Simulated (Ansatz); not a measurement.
Structure types of W were relaxed at one common pressure (all-electron LAPW in Ansatz 0.2.0 under PBE, scalar-relativistic, no spin polarisation, zero temperature). They take these volumes:

```json
{"type": "fcc", "space group": "Fm-3m", "V (Å³/atom)": "9.56"}
{"type": "bcc", "space group": "Im-3m", "V (Å³/atom)": "9.65"}
{"type": "hcp", "space group": "P6_3/mmc", "V (Å³/atom)": "9.55"}
{"type": "omega", "space group": "P6/mmm", "V (Å³/atom)": "9.62"}
{"type": "diamond", "space group": "Fd-3m", "V (Å³/atom)": "11.52"}
{"type": "beta tin", "space group": "I4_1/amd", "V (Å³/atom)": "9.86"}
```

Question: At about which pressure, and is the densest type also the lowest in enthalpy?

Answer: 430 GPa. The densest types tie within 0.02 Å³/atom, and bcc is the lowest in enthalpy.
